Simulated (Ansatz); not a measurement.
# WSe2: the cost of one run

Program: Ansatz 0.2.0. Level of theory: DFT PBE, scalar-relativistic, plane waves, PAW. These are calculated values, not measurements.

## 1. The structure to begin with

Symmetry: P-6m2, No. 187, hexagonal system. Conventional cell: a = 3.318 Å, b = 3.318 Å, c = 16.658 Å, α = 90.00°, β = 90.00°, γ = 120.00°. W (site symmetry -6m2) has 6 Se at 2.54 Å as nearest neighbours. Se (site symmetry 3m) is surrounded by 3 W at 2.54 Å.

Coordinates:

```
W Se
1.0
     3.31794    0.00000    0.00000
    -1.65897    2.87342    0.00000
     0.00000    0.00000   16.65814
W Se
1 2
Direct
  0.00000 0.00000 0.00000
  0.33333 0.66667 0.09979
  0.33333 0.66667 0.90021
```

Source of the structure: the Materials Project (structure only).

(A quick probe on a coarse mesh, which set the mesh and smearing, is not shown.)

## 3. Relaxing cell and atoms

Input file input.yaml:

```yaml
crystal:
  lattice:
    - [3.3179375931, 0.0, 0.0]
    - [-1.6589687966, 2.8734182438, 0.0]
    - [0.0, 0.0, 16.65814242]
  atoms:
    - { symbol: W, position: [0.0, 0.0, 0.0] }
    - { symbol: Se, position: [0.33333333, 0.66666667, 0.09978652] }
    - { symbol: Se, position: [0.33333333, 0.66666667, 0.90021348] }
basis:
  ecutwfc: 420
kpoints:
  mp_grid: { grid: [12, 12, 2] }
hamiltonian:
  xc: pbe
scf:
  occupations: { method: gaussian, width: 0.02 }
output:
  forces: true
  stress: true
  eigenvalues: true
  write_density: true
  write_potential: true
  elf: true
  volumetric_format: npy
relax:
  adjacent_minimum: "off"
  f_tol: 0.005
  max_steps: 80
  cell: { stress_tol: 0.05 }
```

Run with:

```bash
> ansatz run input.yaml --threads 1 --pin off --max-ram 2560MiB --backend cpu --events-out ev --progress --plain --runs-dir out
```

Q: Estimate wall time and peak memory on 1 thread of Intel Xeon Platinum 8259CL at 2.50GHz (Skylake/Cascade Lake), shared host.

About 1.7 min, with a peak of 0.53 GiB.
